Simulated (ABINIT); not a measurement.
# HfB2 (P6/mmm) in ABINIT: settings compared

The runs below take HfB2 through single point, with PBEsol, LDA.

Program: ABINIT 10.8.3 (patched build). These are calculated values, not measurements. Logs are shortened: lines on timing, memory, paths and dates and some standing lists are left out, and cuts for length are marked. The log counts tension as positive stress, the text compression.

## 1. The crystal as given

The structure is hexagonal, space group P6/mmm (No. 191). Conventional cell: a = 3.140 Å, b = 3.140 Å, c = 3.480 Å, α = 90.00°, β = 90.00°, γ = 120.00°. Hf (site symmetry 6/mmm) has 12 B at 2.51 Å as nearest neighbours. Around B (site symmetry -6m2) lie 3 B at 1.81 Å.

## 2. Single point, PBEsol

The input, run.abi:

```
pp_dirpath "./"
pseudos "Hf.upf, B.upf"

acell 3*1.0 Angstrom
rprim
     3.1400000000     0.0000000000     0.0000000000
    -1.5700000000     2.7193197679     0.0000000000
     0.0000000000     0.0000000000     3.4800000000
ntypat 2
znucl 72 5
natom 3
typat 1 2 2
xred
     0.0000000000     0.0000000000     0.0000000000
     0.6666666667     0.3333333333     0.5000000000
     0.3333333333     0.6666666667     0.5000000000

ecut 34.0

kptopt 1
ngkpt 8 8 6
nshiftk 1
shiftk 0.0 0.0 0.0

ixc -116133

nband 13
occopt 3
tsmear 0.05 eV

nstep 100
tolvrs 1.0e-10

iomode 3
prtwf 0
prtden 0
prteig 0
prtebands 0
enunit 1
```

Potentials or basis: PseudoDojo NC SR PBEsol v0.4.1 standard.

Started as:

```console
$ abinit run.abi > log 2>&1
```

run.abo:

```text
.Version 10.8.3 of ABINIT
 Symmetries : space group P6/m m m (#191); Bravais hP (primitive hexag.)
================================================================================
 Values of the parameters that define the memory need of the present run
     intxc =       0    ionmov =       0      iscf =       7    lmnmax =       8
     lnmax =       8     mgfft =      36  mpssoang =       4    mqgrid =    3001
     natom =       3  nloc_mem =       1    nspden =       1   nspinor =       1
    nsppol =       1      nsym =      24    n1xccc =    2501    ntypat =       2
    occopt =       3   xclevel =       2
       mpw =        1919          nfft =       36864          nkpt =          40
================================================================================
================================================================================

--------------------------------------------------------------------------------
------------- Echo of variables that govern the present computation ------------
--------------------------------------------------------------------------------
 -outvars: echo values of preprocessed input variables --------
            acell      1.8897261259E+00  1.8897261259E+00  1.8897261259E+00 Bohr
              amu      1.78490000E+02  1.08110000E+01
             ecut      3.40000000E+01 Hartree
           enunit           1
              ixc     -116133
         kptrlatt        8    0    0      0    8    0      0    0    6
          kptrlen      3.94574815E+01
            natom           3
            nband          13
            ngfft          32      32      36
             nkpt          40
            nstep         100
             nsym          24
           ntypat           2
           occopt           3
           prtden           0
        prtebands           0
           prteig           0
            prtwf           0
            rprim      3.1400000000E+00  0.0000000000E+00  0.0000000000E+00
                      -1.5700000000E+00  2.7193197679E+00  0.0000000000E+00
                       0.0000000000E+00  0.0000000000E+00  3.4800000000E+00
          spgroup         191
           tolvrs      1.00000000E-10
           tsmear      1.83746611E-03 Hartree
            typat      1  2  2
           xangst      0.0000000000E+00  0.0000000000E+00  0.0000000000E+00
                       1.5700000000E+00  9.0643992263E-01  1.7400000000E+00
                       2.4125095698E-17  1.8128798453E+00  1.7400000000E+00
            xcart      0.0000000000E+00  0.0000000000E+00  0.0000000000E+00
                       2.9668700177E+00  1.7129232034E+00  3.2881234591E+00
                       4.5589823630E-17  3.4258464067E+00  3.2881234591E+00
             xred      0.0000000000E+00  0.0000000000E+00  0.0000000000E+00
                       6.6666666667E-01  3.3333333333E-01  5.0000000000E-01
                       3.3333333333E-01  6.6666666667E-01  5.0000000000E-01
            znucl       72.00000    5.00000

================================================================================

 chkinp: Checking input parameters for consistency.

================================================================================
== DATASET  1 ==================================================================

--- !DatasetInfo
iteration_state: {dtset: 1, }
dimensions: {natom: 3, nkpt: 40, mband: 13, nsppol: 1, nspinor: 1, nspden: 1, mpw: 1919, }
cutoff_energies: {ecut:  34.0, pawecutdg:  -1.0, }
electrons: {nelect:   1.80000000E+01, charge:   0.00000000E+00, occopt:   3.00000000E+00, tsmear:   1.83746611E-03, }
meta: {optdriver: 0, ionmov: 0, optcell: 0, iscf: 7, paral_kgb: 0, }
...

 Real(R)+Recip(G) space primitive vectors, cartesian coordinates (Bohr,Bohr^-1):
 R(1)=  5.9337400  0.0000000  0.0000000  G(1)=  0.1685278  0.0972996  0.0000000
 R(2)= -2.9668700  5.1387696  0.0000000  G(2)=  0.0000000  0.1945991  0.0000000
 R(3)=  0.0000000  0.0000000  6.5762469  G(3)=  0.0000000  0.0000000  0.1520624
 Unit cell volume ucvol=  2.0052373E+02 bohr^3
 Angles (23,13,12)=  9.00000000E+01  9.00000000E+01  1.20000000E+02 degrees

 getcut: wavevector=  0.0000  0.0000  0.0000  ngfft=  32  32  36
         ecut(hartree)=     34.000   => boxcut(ratio)=   2.05455

--- Pseudopotential description ------------------------------------------------
- pspini: atom type   1  psp file is ./Hf.upf
12 -116133 3 -1 1656                          pspcod,pspxc,lmax,lloc,mmax
     nproj     2     2     2     2

- pspini: atom type   2  psp file is ./B.upf
12 -116133 1 -1 1534                          pspcod,pspxc,lmax,lloc,mmax
     nproj     2     2     0     0

   5.11090160E+02                                ecore*ucvol(ha*bohr**3)
--------------------------------------------------------------------------------

================================================================================

--- !BeginCycle
iteration_state: {dtset: 1, }
solver: {iscf: 7, nstep: 100, nline: 4, wfoptalg: 0, }
tolerances: {tolvrs: 1.00E-10, }
...

     iter   Etot(hartree)      deltaE(h)  residm     vres2
 ETOT  1  -62.288706204461    -6.229E+01 5.668E-02 4.207E+02
 ETOT  2  -62.355523849153    -6.682E-02 1.857E-01 1.055E+02
 ETOT  3  -62.373191492689    -1.767E-02 6.729E-03 7.884E-02
 ETOT  4  -62.373217800817    -2.631E-05 1.796E-02 2.674E-03
 ETOT  5  -62.373218262066    -4.612E-07 7.479E-03 5.982E-06
 ETOT  6  -62.373218263408    -1.343E-09 1.226E-02 2.118E-08
 ETOT  7  -62.373218263414    -5.464E-12 9.777E-03 8.263E-11

 At SCF step    7       vres2   =  8.26E-11 < tolvrs=  1.00E-10 =>converged.

 Cartesian components of stress tensor (hartree/bohr^3)
  sigma(1 1)=  1.12976026E-04  sigma(3 2)=  0.00000000E+00
  sigma(2 2)=  1.12976025E-04  sigma(3 1)=  0.00000000E+00
  sigma(3 3)=  1.64284176E-04  sigma(2 1)=  0.00000000E+00

--- !ResultsGS
iteration_state: {dtset: 1, }
comment   : Summary of ground state results
lattice_vectors:
- [  5.9337400,   0.0000000,   0.0000000, ]
- [ -2.9668700,   5.1387696,   0.0000000, ]
- [  0.0000000,   0.0000000,   6.5762469, ]
lattice_lengths: [   5.93374,    5.93374,    6.57625, ]
lattice_angles: [ 90.000,  90.000, 120.000, ] # degrees, (23, 13, 12)
lattice_volume:   2.0052373E+02
convergence: {deltae: -5.464E-12, res2:  8.263E-11, residm:  9.777E-03, diffor: null, }
etotal    :  -6.23732183E+01
entropy   :   0.00000000E+00
fermie    :   4.67060284E-01
cartesian_stress_tensor: # hartree/bohr^3
- [  1.12976026E-04,   0.00000000E+00,   0.00000000E+00, ]
- [  0.00000000E+00,   1.12976025E-04,   0.00000000E+00, ]
- [  0.00000000E+00,   0.00000000E+00,   1.64284176E-04, ]
pressure_GPa:  -3.8270E+00
xred      :
- [  0.0000E+00,   0.0000E+00,   0.0000E+00, Hf]
- [  6.6667E-01,   3.3333E-01,   5.0000E-01,  B]
- [  3.3333E-01,   6.6667E-01,   5.0000E-01,  B]
cartesian_forces: # hartree/bohr
- [  1.89077294E-30,   1.09163827E-30,  -0.00000000E+00, ]
- [ -1.51261835E-29,   4.36655307E-30,  -0.00000000E+00, ]
- [  1.32354106E-29,  -5.45819133E-30,  -0.00000000E+00, ]
force_length_stats: {min:   2.18327653E-30, max:   1.57438310E-29, mean:   1.07479364E-29, }
...

 Integrated electronic density in atomic spheres:
 ------------------------------------------------
 Atom  Sphere_radius  Integrated_density
    1        2.00000          8.51479721
    2        2.00000          2.69000980
    3        2.00000          2.69000980
================================================================================

 ----iterations are completed or convergence reached----

 Mean square residual over all n,k,spin=   28.534E-06; max=  97.766E-04
 reduced coordinates (array xred) for    3 atoms
       0.000000000000      0.000000000000      0.000000000000
       0.666666666667      0.333333333333      0.500000000000
       0.333333333333      0.666666666667      0.500000000000
 rms dE/dt=  5.1414E-29; max dE/dt=  1.0097E-28; dE/dt below (all hartree)
    1       0.000000000000      0.000000000000      0.000000000000
    2       0.000000000000     -0.000000000000      0.000000000000
    3      -0.000000000000      0.000000000000      0.000000000000

 cartesian coordinates (angstrom) at end:
    1      0.00000000000000     0.00000000000000     0.00000000000000
    2      1.57000000000000     0.90643992263333     1.74000000000000
    3      0.00000000000000     1.81287984526667     1.74000000000000

 cartesian forces (hartree/bohr) at end:
    1      0.00000000000000     0.00000000000000    -0.00000000000000
    2     -0.00000000000000     0.00000000000000    -0.00000000000000
    3      0.00000000000000    -0.00000000000000    -0.00000000000000
 frms,max,avg= 7.1305513E-30 1.5126184E-29   0.000E+00  0.000E+00  0.000E+00 h/b

 cartesian forces (eV/Angstrom) at end:
    1      0.00000000000000     0.00000000000000    -0.00000000000000
    2     -0.00000000000000     0.00000000000000    -0.00000000000000
    3      0.00000000000000    -0.00000000000000    -0.00000000000000
 frms,max,avg= 3.6666769E-28 7.7781963E-28   0.000E+00  0.000E+00  0.000E+00 e/A
 length scales=  1.889726125908  1.889726125908  1.889726125908 bohr
              =  1.000000000000  1.000000000000  1.000000000000 angstroms
 Fermi (or HOMO) energy (eV) =  12.70936   Average Vxc (eV)= -13.06452
 Eigenvalues (   eV  ) for nkpt=  40  k points:
 kpt#   1, nband= 13, wtk=  0.00260, kpt=  0.0000  0.0000  0.0000 (reduced coord)
 -49.12316  -18.00231  -17.50371  -17.50371   -1.18104    9.51198    9.65257    9.65257
   9.80334   16.54771   16.55908   17.22628   17.36395
 prteigrs : prtvol=0 or 1, do not print more k-points.

--- !EnergyTerms
iteration_state     : {dtset: 1, }
comment             : Components of total free energy in Hartree
kinetic             :  1.87183946618782E+01
hartree             :  6.50140264598696E+00
xc                  : -1.67212340298222E+01
Ewald energy        : -4.88499196613021E+01
psp_core            :  2.54877645067594E+00
local_psp           : -2.72652241779752E+01
non_local_psp       :  2.69466808180756E+00
internal            : -6.23731360287507E+01
'-kT*entropy'       : -8.22346630000441E-05
total_energy        : -6.23732182634137E+01
total_energy_eV     : -1.69726173357063E+03
band_energy         : -5.02834958242694E+00
...

 Cartesian components of stress tensor (hartree/bohr^3)
  sigma(1 1)=  1.12976026E-04  sigma(3 2)=  0.00000000E+00
  sigma(2 2)=  1.12976025E-04  sigma(3 1)=  0.00000000E+00
  sigma(3 3)=  1.64284176E-04  sigma(2 1)=  0.00000000E+00

-Cartesian components of stress tensor (GPa)         [Pressure= -3.8270E+00 GPa]
- sigma(1 1)=  3.32386943E+00  sigma(3 2)=  0.00000000E+00
- sigma(2 2)=  3.32386942E+00  sigma(3 1)=  0.00000000E+00
- sigma(3 3)=  4.83340732E+00  sigma(2 1)=  0.00000000E+00

== END DATASET(S) ==============================================================
================================================================================

 -outvars: echo values of variables after computation  --------
            acell      1.8897261259E+00  1.8897261259E+00  1.8897261259E+00 Bohr
           etotal     -6.2373218263E+01
            fcart      1.8907729408E-30  1.0916382663E-30 -0.0000000000E+00
                      -1.5126183526E-29  4.3665530653E-30 -0.0000000000E+00
                       1.3235410585E-29 -5.4581913317E-30 -0.0000000000E+00
            rprim      3.1400000000E+00  0.0000000000E+00  0.0000000000E+00
                      -1.5700000000E+00  2.7193197679E+00  0.0000000000E+00
                       0.0000000000E+00  0.0000000000E+00  3.4800000000E+00
           strten      1.1297602559E-04  1.1297602543E-04  1.6428417574E-04
                       0.0000000000E+00  0.0000000000E+00  0.0000000000E+00
           xangst      0.0000000000E+00  0.0000000000E+00  0.0000000000E+00
                       1.5700000000E+00  9.0643992263E-01  1.7400000000E+00
                       2.4125095698E-17  1.8128798453E+00  1.7400000000E+00
             xred      0.0000000000E+00  0.0000000000E+00  0.0000000000E+00
                       6.6666666667E-01  3.3333333333E-01  5.0000000000E-01
                       3.3333333333E-01  6.6666666667E-01  5.0000000000E-01
 Calculation completed.
```

Wall time 22 s (1 thread of Intel Xeon Platinum 8375C at 2.90GHz (Ice Lake), shared host); peak memory 0.07 GiB.

Results:

| Property | Result |
| --- | --- |
| Free energy | -1697.2617 eV |
| Pressure | -3.8 GPa |
| Band gap on the k mesh | none (metal or under the smearing width) |
| Valence electrons inside the program's atomic spheres | Hf 8.51; B 2.69 |

Spin-orbit coupling is left out, which matters for the levels of Hf.

## 3. Single point, LDA

run.abi, as its differences from that of step 2:

```diff
@@ -12,8 +12,8 @@
 typat 1 2 2
-xred
+xcart
      0.0000000000     0.0000000000     0.0000000000
-     0.6666666667     0.3333333333     0.5000000000
-     0.3333333333     0.6666666667     0.5000000000
+     2.9668700160     1.7129232020     3.2881234568
+    -0.0000000003     3.4258464046     3.2881234568
 
-ecut 34.0
+ecut 62.0
 
@@ -24,5 +24,5 @@
 
-ixc -116133
+ixc 7
 
-nband 13
+nband 20
 occopt 3
@@ -38,2 +38 @@
 prtebands 0
-enunit 1
```

Potentials or basis: PseudoDojo NC SR LDA v0.4 stringent.

Started as:

```console
$ abinit run.abi > log 2>&1
```

Wall time 2.4 min (1 thread of AMD EPYC 9R45 (Zen 5), shared host); peak memory 0.13 GiB.

It converged, with:

```
Free energy                                           : -7898.6871 eV
Pressure                                              : -11.1 GPa
Band gap on the k mesh                                : none (metal or under the smearing width)
Valence electrons inside the program's atomic spheres : Hf 22.38; B 2.70
```

Stress tensor (GPa, compression positive):
```
-10.83   0.00   0.00
  0.00 -10.83   0.00
  0.00   0.00 -11.75
```

Levels at points of the mesh, in eV from the Fermi level:
| k point | band 12 | band 13 | band 14 | band 15 | band 16 | band 17 | band 18 | band 19 | band 20 |
| --- | --- | --- | --- | --- | --- | --- | --- | --- | --- |
| (0.00, 0.00, 0.00) | -11.72 | -3.19 | -3.07 | -3.07 | -2.85 | 3.74 | 3.74 | 4.39 | 4.39 |
| (0.50, 0.00, 0.00) | -9.86 | -8.98 | -4.29 | -3.53 | -3.04 | 2.03 | 2.48 | 5.35 | 5.44 |
| (0.00, 0.00, 0.50) | -11.27 | -8.50 | -1.30 | -1.30 | 0.11 | 0.11 | 0.76 | 0.76 | 1.96 |
| (0.50, 0.00, 0.50) | -10.37 | -7.51 | -5.13 | -4.87 | -2.77 | 3.87 | 4.01 | 5.96 | 7.07 |
